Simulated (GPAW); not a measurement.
# MgO (Fm-3m) in GPAW: single point with PBE

Aim: the single point of MgO with PBE.

Everything below comes from runs of GPAW 26.7.0. Logs are shortened: lines on timing, memory, paths and dates and some standing lists are left out, and cuts for length are marked. The log counts tension as positive stress, the text compression.

**Experimental background.**

From “Electronic structure of alkaline earth and post-transition metal oxides”, 2009, arxiv:0908.1581, for a bulk crystal of MgO: band gap 7.83 eV.

How close the calculation comes is told below.

### Step 1. The crystal as given

Symmetry: Fm-3m, No. 225, cubic system. Conventional cell: a = 4.194 Å, b = 4.194 Å, c = 4.194 Å, α = 90.00°, β = 90.00°, γ = 90.00°. Around Mg (site symmetry m-3m) lie 6 O at 2.10 Å. O (site symmetry m-3m) has 6 Mg at 2.10 Å as nearest neighbours.

The cell is a database's computed one.

### Step 2. Single point, PBE

Input file run.py:

```python
from ase import Atoms
from ase.dft.bandgap import bandgap
from ase.io import write
from ase.units import GPa
from gpaw import GPAW, PW

atoms = Atoms(['Mg', 'O'],
              cell=[[0.0, 2.0970013927, 2.0970013927],
                    [2.0970013927, 0.0, 2.0970013927],
                    [2.0970013927, 2.0970013927, 0.0]],
              scaled_positions=[[0.0, 0.0, 0.0],
                                [0.5, 0.5, 0.5]],
              pbc=True)

calc = GPAW(mode=PW(600),
            xc='PBE',
            kpts={'size': (9, 9, 9), 'gamma': True},
            occupations={'name': 'fermi-dirac', 'width': 0.05},
            nbands=16,
            maxiter=120,
            txt='gpaw.txt')
atoms.calc = calc
energy = atoms.get_potential_energy()
forces = atoms.get_forces()
stress = atoms.get_stress()
calc.write('gs.gpw')
write('result.traj', atoms)
print(f'Energy: {energy:.6f} eV')
print('Forces (eV/A):')
print(forces.round(4))
print('Stress (GPa):', (stress / GPa).round(3))
print('Fermi level:', round(calc.get_fermi_level(), 4), 'eV')
print(f'Gap: {bandgap(calc)[0]:.4f} eV, direct: {bandgap(calc, direct=True)[0]:.4f} eV')
```

Potentials or basis: GPAW PAW data sets (gpaw-data 1.2.1), pw.

Started as:

```console
$ OMP_NUM_THREADS=1 python run.py
```

gpaw.txt:

```text
__  _  _
 | _ |_)|_||  |
 |__||  | ||/\| - 26.7.0

Input parameters:
  mode=PW(ecut=600.0),
  kpts=MonkhorstPack(size=(9, 9, 9), gamma=True),
  maxiter=120,
  nbands=16,
  occupations=Occupations(name='fermi-dirac', width=0.05),
  xc=XC(name='PBE')

Diagonalizing LCAO Hamiltonian
Converting LCAO to pw mode

              O

       Mg

Atoms  # Å, Bohr magnetons
|   | symbol |        x |        y |        z |    initial magnetic moments |
|---|--------|----------|----------|----------|-----------------------------|
| 0 |     Mg | 0.000000 | 0.000000 | 0.000000 | ( 0.0000,  0.0000,  0.0000) |
| 1 |      O | 2.097001 | 2.097001 | 2.097001 | ( 0.0000,  0.0000,  0.0000) |

Unit cell  # Å
| periodic |        x |        y |        z |  lengths |    angles |
|----------|----------|----------|----------|----------|-----------|
|      yes | 0.000000 | 2.097001 | 2.097001 | 2.965608 | 60.000000 |
|      yes | 2.097001 | 0.000000 | 2.097001 | 2.965608 | 60.000000 |
|      yes | 2.097001 | 2.097001 | 0.000000 | 2.965608 | 60.000000 |

Number of symmetries: 48
Symmetry operations  # r_c * U_cc + t_c -> r_c
|    | kind |            matrix            |
|----|------|------------------------------|
|  0 |  σ   |  1, 0, 0,  1, 0,-1,  1,-1, 0 |
|  1 |  C2  |  1, 0, 0,  1,-1, 0,  1, 0,-1 |
|  2 |  E   |  1, 0, 0,  0, 1, 0,  0, 0, 1 |
|  3 |  σ   |  1, 0, 0,  0, 0, 1,  0, 1, 0 |
|  4 |  C4  |  1, 0,-1,  1, 0, 0,  1,-1, 0 |
|  5 |  S6  |  1, 0,-1,  1,-1, 0,  1, 0, 0 |
|  6 |  σ   |  1, 0,-1,  0, 1,-1,  0, 0,-1 |
|  7 |  C3  |  1, 0,-1,  0, 0,-1,  0, 1,-1 |
|  8 |  S6  |  1,-1, 0,  1, 0, 0,  1, 0,-1 |
|  9 |  C4  |  1,-1, 0,  1, 0,-1,  1, 0, 0 |
| 10 |  C3  |  1,-1, 0,  0,-1, 1,  0,-1, 0 |
| 11 |  σ   |  1,-1, 0,  0,-1, 0,  0,-1, 1 |
| 12 |  σ   |  0, 1, 0,  1, 0, 0,  0, 0, 1 |
| 13 |  C4  |  0, 1, 0,  0, 1,-1, -1, 1, 0 |
| 14 |  C3  |  0, 1, 0,  0, 0, 1,  1, 0, 0 |
| 15 |  S6  |  0, 1, 0, -1, 1, 0,  0, 1,-1 |
| 16 |  C2  |  0, 1,-1,  1, 0,-1,  0, 0,-1 |
| 17 |  σ   |  0, 1,-1,  0, 1, 0, -1, 1, 0 |
| 18 |  S4  |  0, 1,-1,  0, 0,-1,  1, 0,-1 |
| 19 |  C4  |  0, 1,-1, -1, 1, 0,  0, 1, 0 |
| 20 |  C3  |  0, 0, 1,  1, 0, 0,  0, 1, 0 |
| 21 |  σ   |  0, 0, 1,  0, 1, 0,  1, 0, 0 |
| 22 |  S6  |  0, 0, 1,  0,-1, 1, -1, 0, 1 |
| 23 |  C4  |  0, 0, 1, -1, 0, 1,  0,-1, 1 |
| 24 |  S4  |  0, 0,-1,  1, 0,-1,  0, 1,-1 |
| 25 |  C3  |  0, 0,-1,  0, 1,-1,  1, 0,-1 |
| 26 |  C2  |  0, 0,-1,  0,-1, 0, -1, 0, 0 |
| 27 |  S6  |  0, 0,-1, -1, 0, 0,  0,-1, 0 |
| 28 |  S4  |  0,-1, 1,  1,-1, 0,  0,-1, 0 |
| 29 |  C4  |  0,-1, 1,  0, 0, 1, -1, 0, 1 |
| 30 |  C2  |  0,-1, 1,  0,-1, 0,  1,-1, 0 |
| 31 |  σ   |  0,-1, 1, -1, 0, 1,  0, 0, 1 |
| 32 |  C3  |  0,-1, 0,  1,-1, 0,  0,-1, 1 |
| 33 |  S6  |  0,-1, 0,  0, 0,-1, -1, 0, 0 |
| 34 |  S4  |  0,-1, 0,  0,-1, 1,  1,-1, 0 |
| 35 |  C2  |  0,-1, 0, -1, 0, 0,  0, 0,-1 |
| 36 |  C2  | -1, 1, 0,  0, 1, 0,  0, 1,-1 |
| 37 |  S6  | -1, 1, 0,  0, 1,-1,  0, 1, 0 |
| 38 |  S4  | -1, 1, 0, -1, 0, 1, -1, 0, 0 |
| 39 |  C3  | -1, 1, 0, -1, 0, 0, -1, 0, 1 |
| 40 |  S6  | -1, 0, 1,  0, 0, 1,  0,-1, 1 |
| 41 |  C2  | -1, 0, 1,  0,-1, 1,  0, 0, 1 |
| 42 |  C3  | -1, 0, 1, -1, 1, 0, -1, 0, 0 |
| 43 |  S4  | -1, 0, 1, -1, 0, 0, -1, 1, 0 |
| 44 |  C2  | -1, 0, 0,  0, 0,-1,  0,-1, 0 |
| 45 |  i   | -1, 0, 0,  0,-1, 0,  0, 0,-1 |
| 46 |  σ   | -1, 0, 0, -1, 1, 0, -1, 0, 1 |
| 47 |  C2  | -1, 0, 0, -1, 0, 1, -1, 1, 0 |

BZ-sampling:
  Number of BZ points: 729
  Number of IBZ points: 35

  Monkhorst-Pack size: [9, 9, 9]
  Monkhorst-Pack shift: [0, 0, 0]

K-points  # in reciprocal-cell coordinates
|     |                                coordinates |     weight |
|-----|--------------------------------------------|------------|
|   0 | (  0.00000000,   0.00000000,   0.00000000) | 0.00137174 |
|   1 | (  0.11111111,   0.11111111,   0.00000000) | 0.00823045 |
|   2 | (  0.11111111,   0.11111111,   0.11111111) | 0.01097394 |
|   3 | (  0.22222222,   0.11111111,   0.11111111) | 0.01646091 |
|   4 | (  0.22222222,   0.22222222,   0.00000000) | 0.00823045 |
|   5 | (  0.22222222,   0.22222222,   0.11111111) | 0.03292181 |
|   6 | (  0.22222222,   0.22222222,   0.22222222) | 0.01097394 |
|   7 | (  0.33333333,   0.22222222,   0.11111111) | 0.03292181 |
|   8 | (  0.33333333,   0.22222222,   0.22222222) | 0.03292181 |
|   9 | (  0.33333333,   0.33333333,  -0.33333333) | 0.01646091 |
| ... |                                            |            |
|  34 | (  0.44444444,   0.44444444,   0.44444444) | 0.01097394 |

Plane wave coefficients: 625
Cutoff: 600.0 eV

Spin-components: 1 (collinear spins)
Bands:           16
Projectors:      10
Spin-degeneracy: 2
Datatype:        complex128

Parallelization:
  kpt:    1
  domain: 1
  band:   1

Density:
  Valence electrons: 16.0
  Components: 1
  Grid points: [18 18 18]
  Charge: 0.0  # |e|

Potential:
  Grid points: [18 18 18]

species:
  Mg:
    name:    Magnesium
    Z:       12.0
    valence: 10
    core:    2
    charge:  0.0  # [|e|]
    compensation charges:
      type: gauss
      rc: 0.33  # [Å]
      lmax: 2
    cutoffs:
      filter: 1.86  # [Å]
      core: 0.54  # [Å]
    projectors
    | kind |    occ | energy [eV] | rcut [Å] |
    |------|--------|-------------|----------|
    |   2s |  2.000 |     -79.840 |    1.090 |
    |   3s |  2.000 |      -4.705 |    1.090 |
    |   2p |  6.000 |     -46.613 |    1.085 |
    |   3p |  0.000 |      -1.330 |    1.085 |
    |    d |        |       0.000 |    1.037 |

    Using partial waves for Mg as LCAO basis

  O:
    name:    Oxygen
    Z:       8.0
    valence: 6
    core:    2
    charge:  0.0  # [|e|]
    compensation charges:
      type: gauss
      rc: 0.21  # [Å]
      lmax: 2
    cutoffs:
      filter: 1.17  # [Å]
      core: 0.83  # [Å]
    projectors
    | kind |    occ | energy [eV] | rcut [Å] |
    |------|--------|-------------|----------|
    |   2s |  2.000 |     -23.961 |    0.688 |
    |   2p |  4.000 |      -9.029 |    0.598 |
    |    s |        |       3.251 |    0.688 |
    |    p |        |      18.182 |    0.598 |
    |    d |        |       0.000 |    0.619 |

    Using partial waves for O as LCAO basis

Reference energy: -7490.497190  # eV

eigensolver:
  PPCG
  Converge bands: occupied
  niter=2

density mixing:
  MSR1-Mixer
  Pratt-step length: 0.05
  Maximum mixing coefficient: 0.75
  Old densities: 10
  SVD Regularization: 0.005
  Good broyden scale: 1.0
  Trust region scale: 1.0
  Backstep threshold: 4.0
  History deletion threshold: 6.0
  Fourier metric: weight=20.0, sigma=0.015

occupation numbers:
  Fermi-Dirac:
    width: 0.0500  # eV

poisson solver:
  ecut: 4800.0  # eV

xc functional:
  name: PBE with 2 nearest neighbor stencil

convergence criteria:
- Maximum [total energy] change in last 3 cyles: 0.0005 eV / valence electron
- Maximum integral of absolute [dens]ity change: 0.0001 electrons / valence electron
- Maximum integral of absolute [eigenst]ate change: 4e-08 eV^2 / valence electron
maximum number of iterations: 120

SCF iterations
|iter     | |      energy | eigst |  dens |
|---------|-|-------------|-------|-------|
|iter:   1| |  -13.414550 | +0.09 |       |
|iter:   2| |  -13.064171 | -2.16 | -0.99 |
|iter:   3| |  -12.100738 | -1.41 | -1.04 |
|iter:   4| |  -12.105890 | -3.12 | -1.59 |
|iter:   5| |  -12.111139 | -3.09 | -1.85 |
|iter:   6| |  -12.111199c| -5.34 | -3.01 |
|iter:   7| |  -12.111218c| -6.22 | -3.39 |
|iter:   8| |  -12.111218c| -8.01c| -4.39c|

Converged in 8 steps
Energy contributions relative to reference atoms: (reference = -7490.497190)

Energy contributions:
  Kinetic:          12.536381
  Coulomb:         -10.341534
  Zero:              0.109118
  External:          0.000000
  Xc:              -14.415183
  Entropy:          -0.000000
  Spinorbit:         0.000000
  ----------------------------
  Free energy:     -12.111218
  Extrapolated:    -12.111218

dipole moment: (-6.014515, -6.014515, -6.014515)  # |e|*Ang

Fermi level: 5.940
Eigenvalues  # (at kpt = [0.000, 0.000, 0.000])
| band index |      eig [eV] | occ [0-2] |
|------------|---------------|-----------|
|          0 |       -67.345 |     2.000 |
|          1 |       -34.088 |     2.000 |
|          2 |       -34.088 |     2.000 |
|          3 |       -34.088 |     2.000 |
|          4 |       -12.282 |     2.000 |
|          5 |         5.013 |     2.000 |
[... 8 lines left out ...]
|         14 |        26.674 |     0.000 |
|         15 |        29.621 |     0.000 |

Gap: 4.886 eV
Transition (v -> c):
  (s=0, k=0, n=7, [0.00, 0.00, 0.00]) -> (s=0, k=0, n=8, [0.00, 0.00, 0.00])
No difference between direct/indirect transitions

Forces  # eV/Ang
|        x |        y |        z |
|----------|----------|----------|
| -0.00000 | -0.00000 |  0.00000 |  # Mg   0
|  0.00000 | -0.00000 | -0.00000 |  # O    1

Stress tensor  # eV/Ang^3
|         x |         y |         z |
|-----------|-----------|-----------|
| -0.012086 | -0.000000 | -0.000000 |
| -0.000000 | -0.012086 |  0.000000 |
| -0.000000 |  0.000000 | -0.012086 |

# Writing to gs.gpw (mode='')
```

Wall time 7.6 s (1 thread of Arm Neoverse V2, shared host); peak memory 0.13 GiB.

Results:

```
Free energy            : -12.1112 eV
Pressure               : 1.9 GPa
Band gap on the k mesh : 4.89 eV, direct
```

Caveat: the cutoff is short for stress and forces, so pressures can be off by a GPa or more.

### Step 3. Against experiment

Step 2. A measured gap of MgO is 7.83 eV (quoted in “Electronic structure of alkaline earth and post-transition metal oxides”, 2009, arxiv:0908.1581); the calculated 4.89 eV misses it by -2.94 eV. The value is that of PBE, without temperature or zero-point motion. Semilocal functionals fall short of measured gaps as a rule. The cell is a database's relaxed one, not the measured one, which moves gaps too.
